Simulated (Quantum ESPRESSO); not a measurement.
The system is TiTe.

```xyz
2
Lattice="3.6311 0.0000 0.0000 0.0000 3.6311 0.0000 0.0000 0.0000 3.6311" Properties=species:S:1:pos:R:3 pbc="T T T"
Ti    0.0000    0.0000    0.0000
Te    1.8155    1.8155    1.8155
```

The cell comes from a database or a generator and needn't be the stable form of this composition.

Base run:

- Program: Quantum ESPRESSO 7.5
- Functional: LDA
- Potentials or basis: GBRV 1.5 LDA
- Cutoff: 612 eV
- Density cutoff: 4898 eV
- k mesh: 5 × 5 × 5
- Occupations: gaussian, width 0.05 eV
- Spin: no spin polarisation
- Hubbard terms: Ti d U = 7 eV

Its results: band gap on the k mesh none (metal or under the smearing width); pressure -7.9 GPa.

Q: The run is repeated on the same cell with these changes: spin from no spin polarisation to collinear spin, ferromagnetic start; magnetic state asked for from nm to fm. What comes out?

A: Band gap on the k mesh none (metal or under the smearing width); pressure -6.7 GPa; net moment 2.19 μB per cell; site moments Ti +1.98; Te -0.21 μB.

Caveats: the U is typed as a test and isn't derived for this compound; U without spin polarisation on a metal has little footing (some runs).
